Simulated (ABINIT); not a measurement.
Set up this calculation in ABINIT 10.8.3 (patched build), as the native input.

* Task: single point
* Functional: PBEsol
* Potentials or basis: PseudoDojo NC SR PBEsol v0.4.1 standard
* Cutoff: 980 eV
* k mesh: 10 × 10 × 10
* Occupations: fermi-dirac, width 0.05 eV
* Spin: no spin polarisation

The system is Sn.

```xyz
1
Lattice="-2.0292 2.0292 1.6608 2.0292 -2.0292 1.6608 2.0292 2.0292 -1.6608" Properties=species:S:1:pos:R:3 pbc="T T T"
Sn    0.0000    0.0000    0.0000
```

This isn't the form of Sn at room conditions, which is tetragonal (white tin).

One way to write it, as run:

run.abi

```
# Pseudopotentials
pp_dirpath "./"
pseudos "Sn.upf"

# Structure
acell 3.3156210692 3.3156210692 3.3156210692 Angstrom
rprim
    -0.6120088420     0.6120088420     0.5008895634
     0.6120088420    -0.6120088420     0.5008895634
     0.6120088420     0.6120088420    -0.5008895634
ntypat 1
znucl 50
natom 1
typat 1
xred
     0.0000000000     0.0000000000     0.0000000000

# Plane-wave basis
ecut 36.0

# k points
kptopt 1
ngkpt 10 10 10
nshiftk 1
shiftk 0.0 0.0 0.0

# Exchange and correlation
ixc -116133

# Bands and occupations
nband 11
occopt 3
tsmear 0.00183747

# SCF cycle
nstep 100
tolvrs 1.0e-10

# Output
iomode 3
prtwf 0
prtden 0
prteig 0
prtebands 0
```

Potentials or basis: PseudoDojo NC SR PBEsol v0.4.1 standard.

Run with:

```sh
$ abinit run.abi > log 2>&1
```

It gave:

```json
{
 "Pressure": "-1.9 GPa",
 "Band gap on the k mesh": "none (metal or under the smearing width)",
 "Valence electrons inside the program's atomic spheres": "Sn 10.54 (radii [1.0584] Å)"
}
```

It took 40 s on 1 thread of Arm Neoverse V2, on a shared host, peak memory 0.09 GiB.
